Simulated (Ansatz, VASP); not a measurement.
## Si: VASP beside Ansatz

The input INCAR:

```
SYSTEM = Si
PREC = Accurate
ENCUT = 520
EDIFF = 1E-6
ISMEAR = -1
SIGMA = 0.05
LREAL = .False.
LASPH = .True.
NELM = 100
ALGO = Normal
ISIF = 2
LWAVE = .False.
LCHARG = .False.
GGA = B5
ALDAX = 1.0
AGGAX = 1.0
AGGAC = 1.0
ALDAC = 0.0
IVDW = 12
VDW_S6 = 1.0
VDW_S8 = 2.6996
VDW_A1 = 0.4298
VDW_A2 = 4.2359
NBANDS = 11
```

KPOINTS

```
Automatic mesh
0
Gamma
  8 8 8
  0 0 0
```

File POSCAR:

```
Si
1.0
    0.0000000000      2.7398772164      2.7398772164
    2.7398772164      0.0000000000      2.7398772164
    2.7398772164      2.7398772164      0.0000000000
Si
2
Direct
    0.5000000000      0.5000000000      0.5000000000
    0.7500000000      0.7500000000      0.7500000000
```

The input input.yaml:

```yaml
crystal:
  lattice:
    - [0.0, 2.7398772164, 2.7398772164]
    - [2.7398772164, 0.0, 2.7398772164]
    - [2.7398772164, 2.7398772164, 0.0]
  atoms:
    - { symbol: Si, position: [0.5, 0.5, 0.5] }
    - { symbol: Si, position: [0.75, 0.75, 0.75] }
hamiltonian:
  xc: blyp
  pseudopotentials: { kind: paw }
  dispersion: d3bj
kpoints:
  mp_grid: { grid: [8, 8, 8] }
scf:
  occupations: { method: fermi_dirac, width: 0.05 }
output:
  forces: true
  stress: true
  eigenvalues: true
```

Alike in both runs: task single point; functional BLYP; dispersion D3(BJ); k mesh 8 × 8 × 8; occupations fermi-dirac, width 0.05 eV; no spin polarisation.

|  | VASP | Ansatz |
| --- | --- | --- |
| version | VASP 6.6.1 | Ansatz 0.2.0 |
| potentials or method | VASP PAW PBE potentials, release 64 (Si) | Ansatz PAW |
| plane-wave cutoff (eV) | 520 | 420 |
| valence electrons in the cell | 8 | 8 |

VASP gave:

| Property | Result |
| --- | --- |
| gap on the k mesh at the Fermi level (eV) | 0.88 |
| least direct gap on the mesh (eV) | 2.69 |
| pressure (GPa) | -2.7 |
| dispersion energy (meV/atom) | -679.1 |

Problem. What did Ansatz give for the same quantities?

Solution. gap on the k mesh at the Fermi level (eV): 0.87; least direct gap on the mesh (eV): 2.66; pressure (GPa): -2.8; dispersion energy (meV/atom): -679.2.

Caveats: the PAW data sets were made with another functional, which shifts forces and pressure a little (VASP); the PAW data sets come from PBE, with cores solved anew for the run's functional, which leaves a small shift of forces and pressure (Ansatz). A k mesh can miss the band edges. A hybrid or GW would open this gap; BLYP tends to underestimate it.
